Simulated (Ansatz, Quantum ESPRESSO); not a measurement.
# CdTe (zinc blende): bulk modulus from a few volumes

How stiff is zinc blende CdTe under hydrostatic load? Each row scales the relaxed cell evenly and relaxes the atoms.

Calculated with Ansatz 0.2.0, PBEsol, PAW files of the set soft_1, cutoff 600 eV, Fermi–Dirac smearing 0.02 eV, k-mesh 7×7×7, no spin polarisation, no spin-orbit coupling.

Reference cell, relaxed at zero pressure with PBEsol (F-43m): a = 4.5889 Å, b = 4.5889 Å, c = 4.5889 Å, α = 60.00°, β = 60.00°, γ = 60.00°.

```csv
atom,x,y,z
Te,0.7500,0.7500,0.7500
Cd,0.0000,0.0000,0.0000
```

```csv
V (Å³/atom),V/V0,P (GPa),E − E0 (meV/atom)
32.1148,0.9400,2.969,17.9
32.7981,0.9600,1.862,7.6
34.8480,1.0200,−0.782,1.7
35.5313,1.0400,−1.478,6.6
36.2146,1.0600,−2.097,14.2
```

V0 = 34.1647 Å³ an atom, where the residual pressure P0 is −0.001 GPa. **Question.** Fit the Birch–Murnaghan law and give the pressure and the energy at V = 33.4814 Å³ an atom, a row left out above.

With the Eulerian strain f = ½[(V0/V)^(2/3) − 1] and F = (P − P0)/[3f(1 + 2f)^(5/2)], the third-order law is the line F = B0 + (3/2) B0 (B′ − 4) f.

| f | F (GPa) |
| --- | --- |
| 0.02106 | 42.41 |
| 0.01379 | 42.06 |
| −0.00656 | 41.03 |
| −0.01290 | 40.73 |
| −0.01905 | 40.41 |

A straight line through the 5 rows: the means are −0.000732 for f and 41.328 for F, Σ(Δx)² = 0.001203 and ΣΔxΔy = 0.06004, so the slope is 0.06004/0.001203 = 49.892 and the intercept 41.328 − (49.892)(−0.000732) = 41.365.

Hence B0 = 41.4 GPa and B′ = 4 + (49.9)/(1.5 × 41.4) = 4.80. For the withheld volume f = 0.00678, F = 41.70 GPa and P = 0.88 GPa. The run itself gives 0.88 GPa, so the estimate misses by 0.00 GPa, a rounding's worth.

Integrating the same law gives E − E0 = (9/2) B0 V0 f²[1 + (B′ − 4) f] + P0(V0 − V), with 1 GPa Å³ = 6.2415 meV: 1.8 meV an atom. The run itself gives 1.8 meV, so the estimate misses by 0.0 meV, a rounding's worth.

The same fit over all rows at other levels or in other programs gives B0 = 43 GPa with PBEsol (Quantum ESPRESSO, GBRV).

[Logs are printed without paths, hosts, clocks, repeated set-up lines and the standing remarks that a program may print on its own settings, such as how far it seeks lower states.]
